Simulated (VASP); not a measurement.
## BaHfO3 (strained cubic perovskite): a PBE single-point calculation in VASP

INCAR

```
ENCUT = 520
LCHARG = .FALSE.
LREAL = .FALSE.
LASPH = .TRUE.
EDIFF = 1E-7
LWAVE = .FALSE.
SIGMA = 0.02
PREC = Accurate
NELM = 120
NBANDS = 27
ISMEAR = -1
ISIF = 2
GGA = PE
NSW = 0
IBRION = -1
```

KPOINTS

```
KPOINTS created by Atomic Simulation Environment
0
Gamma
6 6 6
0 0 0
```

KPOINTS_OPT

```
special points
4
Reciprocal
0.0000000000 0.0000000000 0.0000000000 1
0.0000000000 0.5000000000 0.0000000000 1
0.5000000000 0.5000000000 0.0000000000 1
0.5000000000 0.5000000000 0.5000000000 1
```

POSCAR

```
Ba Hf O
 1.0000000000000000
     4.2188293585999999    0.0000000000000000    0.0000000000000000
     0.0000000000000000    4.2188293585999999    0.0000000000000000
     0.0000000000000000    0.0000000000000000    4.2188293585999999
 Ba  Hf  O
   1   1   3
Cartesian
  0.0000000000000000  0.0000000000000000  0.0000000000000000
  2.1094146792999999  2.1094146792999999  2.1094146792999999
  2.1094146792999999  2.1094146792999999  0.0000000000000000
  2.1094146792999999  0.0000000000000000  2.1094146792999999
  0.0000000000000000  2.1094146792999999  2.1094146792999999
```

VASP ran with the recommended PBE PAW datasets (38 valence electrons in the cell).

Command

```
mpirun -np 1 vasp_std
```

OSZICAR

```
N       E                     dE             d eps       ncg     rms          rms(c)
DAV:   1     0.222631653956E+03    0.22263E+03   -0.20753E+04  1080   0.136E+03
DAV:   2    -0.376757031671E+02   -0.26031E+03   -0.25121E+03  1353   0.315E+02
DAV:   3    -0.504024579595E+02   -0.12727E+02   -0.12675E+02  1340   0.663E+01
DAV:   4    -0.506362357138E+02   -0.23378E+00   -0.23347E+00  1518   0.848E+00
DAV:   5    -0.506424992761E+02   -0.62636E-02   -0.62630E-02  1468   0.821E-01    0.549E+01
DAV:   6    -0.437637776391E+02    0.68787E+01   -0.34410E+01  1231   0.321E+01    0.484E+01
DAV:   7    -0.435919159255E+02    0.17186E+00   -0.19585E+00  1379   0.843E+00    0.326E+01
DAV:   8    -0.435793929452E+02    0.12523E-01   -0.41726E-01  1236   0.489E+00    0.848E+00
DAV:   9    -0.435533261054E+02    0.26067E-01   -0.93685E-02  1237   0.200E+00    0.223E+00
DAV:  10    -0.435534913630E+02   -0.16526E-03   -0.82930E-03  1377   0.575E-01    0.833E-01
DAV:  11    -0.435533306693E+02    0.16069E-03   -0.67132E-04  1349   0.156E-01    0.184E-01
DAV:  12    -0.435533667502E+02   -0.36081E-04   -0.73972E-05  1364   0.540E-02    0.102E-01
DAV:  13    -0.435533723309E+02   -0.55807E-05   -0.95225E-06  1450   0.189E-02    0.126E-02
DAV:  14    -0.435533722157E+02    0.11518E-06   -0.74902E-07  1302   0.523E-03    0.641E-03
DAV:  15    -0.435533720928E+02    0.12290E-06   -0.26151E-07  1308   0.313E-03    0.226E-03
DAV:  16    -0.435533721070E+02   -0.14200E-07   -0.13312E-08   678   0.786E-04
   1 F= -.43553372E+02 E0= -.43553372E+02  d E =-.174980E-11
       N       E                     dE             ncg
DAV:   1     0.130088775270E+04   -0.39775E+04      216
DAV:   2     0.339244782990E+03   -0.96164E+03      261
DAV:   3     0.284428633795E+03   -0.54816E+02      304
DAV:   4     0.283467106451E+03   -0.96153E+00      271
DAV:   5     0.283430115767E+03   -0.36991E-01      301
DAV:   6     0.283429610963E+03   -0.50480E-03      277
DAV:   7     0.283429583140E+03   -0.27823E-04      296
DAV:   8     0.283429581751E+03   -0.13888E-05      256
DAV:   9     0.283429581669E+03   -0.81583E-07      208
```

From OUTCAR

```
k-points           NKPTS =     20   k-points in BZ     NKDIM =     20   number of bands    NBANDS=     27

   NELECT =      38.0000    total number of electrons

   dimension x,y,z NGX =    32 NGY =   32 NGZ =   32
   dimension x,y,z NGXF=    64 NGYF=   64 NGZF=   64

  energy-cutoff  :      520.00
  volume of cell :       75.09
      direct lattice vectors                 reciprocal lattice vectors
     4.218829359  0.000000000  0.000000000     0.237032578  0.000000000  0.000000000
     0.000000000  4.218829359  0.000000000     0.000000000  0.237032578  0.000000000
     0.000000000  0.000000000  4.218829359     0.000000000  0.000000000  0.237032578

 k-points in reciprocal lattice and weights: KPOINTS created by Atomic Simulation Env
   0.00000000  0.00000000  0.00000000       0.005
   0.16666667  0.00000000  0.00000000       0.028
   0.33333333  0.00000000  0.00000000       0.028
   0.50000000  0.00000000  0.00000000       0.014
   0.16666667  0.16666667  0.00000000       0.056
   0.33333333  0.16666667  0.00000000       0.111
   0.50000000  0.16666667  0.00000000       0.056
   0.33333333  0.33333333  0.00000000       0.056
   ...

 E-fermi :   2.7380

 k-point     1 :       0.0000    0.0000    0.0000
  band No.  band energies     occupation
      1     -26.6933      2.00000
      2     -26.6933      2.00000
      3     -26.6933      2.00000
      4     -23.0825      2.00000
      5     -14.3301      2.00000
      6     -13.7949      2.00000
      7     -13.7949      2.00000
      8      -8.2204      2.00000
      9      -8.2204      2.00000
     10      -8.2204      2.00000
     11       0.5568      2.00000
     12       0.5568      2.00000
     13       0.5568      2.00000
     14       1.3354      2.00000
     15       1.3354      2.00000
     16       1.3354      2.00000
     17       2.0195      2.00000
     18       2.0195      2.00000
     19       2.0195      2.00000
     20       5.7852      0.00000
     21       5.7852      0.00000
     22       5.7852      0.00000
     23       6.9234      0.00000
     24       6.9234      0.00000
     25       7.8043      0.00000
     26      10.4182      0.00000
     27      10.4188      0.00000

 k-point     2 :       0.1667    0.0000    0.0000
  band No.  band energies     occupation
      1     -26.7218      2.00000
      2     -26.6925      2.00000
      3     -26.6925      2.00000
      4     -23.0673      2.00000
      5     -14.3102      2.00000
      6     -13.7894      2.00000
      7     -13.6869      2.00000
      8      -8.2025      2.00000
      9      -8.2025      2.00000
     10      -8.1735      2.00000
     11       0.0894      2.00000
     12       0.4935      2.00000
     13       0.4935      2.00000
     14       1.0972      2.00000
     15       1.0972      2.00000
     16       1.1445      2.00000
     17       1.4092      2.00000
     18       1.9144      2.00000
     19       1.9144      2.00000
     20       5.8963      0.00000
     21       6.3935      0.00000
     22       6.3935      0.00000
     23       7.3418      0.00000
     24       7.3597      0.00000
     25       8.3944      0.00000
     26      10.4172      0.00000
     27      10.5260      0.00000

 k-point     3 :       0.3333    0.0000    0.0000
  band No.  band energies     occupation
      1     -26.7776      2.00000
      2     -26.6908      2.00000
      3     -26.6908      2.00000
      4     -23.0371      2.00000
      5     -14.3584      2.00000
      6     -13.7784      2.00000
      7     -13.3533      2.00000
      8      -8.1662      2.00000
      9      -8.1662      2.00000
     10      -8.0803      2.00000
     11      -1.0207      2.00000
     12       0.3292      2.00000
     13       0.3292      2.00000
     14       0.7166      2.00000
     15       0.7302      2.00000
     16       0.7302      2.00000
     17       0.8123      2.00000
     18       1.7663      2.00000
     19       1.7663      2.00000
     20       6.1563      0.00000
     21       7.6483      0.00000
     22       7.6483      0.00000
     23       8.1933      0.00000
     24       8.3200      0.00000
     25       9.7159      0.00000
     26       9.8776      0.00000
     27      10.4060      0.00000

 k-point     4 :       0.5000    0.0000    0.0000
  band No.  band energies     occupation
      1     -26.8050      2.00000
      2     -26.6899      2.00000
      3     -26.6899      2.00000
      4     -23.0219      2.00000
      5     -14.4007      2.00000
      6     -13.7730      2.00000
      7     -13.1508      2.00000
      8      -8.1478      2.00000
      9      -8.1478      2.00000
     10      -8.0339      2.00000
     11      -1.5922      2.00000
     12       0.2248      2.00000
     13       0.2248      2.00000
     14       0.4838      2.00000
     15       0.5945      2.00000
     16       0.5945      2.00000
     17       0.6645      2.00000
     18       1.7094      2.00000
     19       1.7094      2.00000
     20       6.3144      0.00000
     21       8.4106      0.00000
     22       8.4106      0.00000
     23       8.6472      0.00000
     24       8.8740      0.00000
     25       9.5446      0.00000
     26      10.3902      0.00000
     27      10.6142      0.00000

 k-point     5 :       0.1667    0.1667    0.0000
  band No.  band energies     occupation
      1     -26.7216      2.00000
      2     -26.7196      2.00000
      3     -26.6916      2.00000
      4     -23.0543      2.00000
      5     -14.2539      2.00000
      6     -13.7165      2.00000
      7     -13.6706      2.00000
      8      -8.2414      2.00000
      9      -8.1825      2.00000
     10      -8.1118      2.00000
     11      -0.1227      2.00000
     12       0.2140      2.00000
     13       0.4361      2.00000
     14       0.5480      2.00000
     15       0.8867      2.00000
     16       1.1645      2.00000
     17       1.3468      2.00000
     18       1.7063      2.00000
     19       1.7786      2.00000
     20       6.4695      0.00000
     21       6.5046      0.00000
     22       6.6876      0.00000
     23       7.7959      0.00000
     24       7.8410      0.00000
     25       8.8007      0.00000
     26      10.4031      0.00000
     27      10.7872      0.00000

 k-point     6 :       0.3333    0.1667    0.0000
  band No.  band energies     occupation
      1     -26.7759      2.00000
      2     -26.7183      2.00000
      3     -26.6899      2.00000
      4     -23.0282      2.00000
      5     -14.2487      2.00000
      6     -13.6956      2.00000
      7     -13.3784      2.00000
      8      -8.2248      2.00000
      9      -8.1417      2.00000
     10      -8.0840      2.00000
     11      -1.0624      2.00000
     12      -0.2005      2.00000
     13       0.0795      2.00000
     14       0.2776      2.00000
     15       0.5479      2.00000
     16       0.8645      2.00000
     17       1.2910      2.00000
     18       1.5931      2.00000
     19       1.5975      2.00000
     20       6.7056      0.00000
     21       7.6161      0.00000
     22       7.6907      0.00000
     23       8.6835      0.00000
     24       8.7972      0.00000
     25       9.6307      0.00000
     26      10.0842      0.00000
     27      11.0798      0.00000

 k-point     7 :       0.5000    0.1667    0.0000
  band No.  band energies     occupation
      1     -26.8030      2.00000
      2     -26.7172      2.00000
      3     -26.6891      2.00000
      4     -23.0151      2.00000
      5     -14.2734      2.00000
      6     -13.6916      2.00000
      7     -13.1820      2.00000
      8      -8.1867      2.00000
      9      -8.1209      2.00000
     10      -8.1004      2.00000
     11      -1.6218      2.00000
     12      -0.4160      2.00000
     13      -0.0005      2.00000
     14       0.1685      2.00000
     15       0.4238      2.00000
     16       0.7942      2.00000
     17       1.2715      2.00000
     18       1.4894      2.00000
     19       1.5257      2.00000
     20       6.8358      0.00000
     21       8.3355      0.00000
     22       8.3598      0.00000
     23       9.1193      0.00000
     24       9.3522      0.00000
     25       9.7597      0.00000
     26      10.0183      0.00000
     27      10.7819      0.00000

 ...

  Total       -0.9131065     -0.9131065     -0.9131065      0.0000000      0.0000000     -0.0000000
  in kB      -19.4830139    -19.4830139    -19.4830139      0.0000000      0.0000000     -0.0000000
  external PRESSURE =     -19.4830139 kB  Pullay stress =       0.0000000 kB

 POSITION                                       TOTAL-FORCE (eV/Angst)
 -----------------------------------------------------------------------------------
      0.00000      0.00000      0.00000         0.000000      0.000000      0.000000
      2.10941      2.10941      2.10941         0.000000      0.000000      0.000000
      2.10941      2.10941      0.00000         0.000000      0.000000      0.000000
      2.10941      0.00000      2.10941         0.000000      0.000000      0.000000
      0.00000      2.10941      2.10941         0.000000      0.000000      0.000000
 -----------------------------------------------------------------------------------
    total drift:                                0.000000     -0.000000     -0.000000

  FREE ENERGIE OF THE ION-ELECTRON SYSTEM (eV)
  ---------------------------------------------------
  free  energy   TOTEN  =       -43.5533721070 eV

  energy  without entropy=      -43.5533721070  energy(sigma->0) =      -43.55337211
```

```yaml
gap_between_bands_v_and_c: 3.52 eV
least_direct_gap: 3.77 eV
pressure: -1.9 GPa
```

Band v is the last that the valence electrons fill when counted band by band, and c is the next.

The run took about 26 s on one core of a shared host (Intel Xeon Platinum 8488C) and held 0.21 GiB at most.
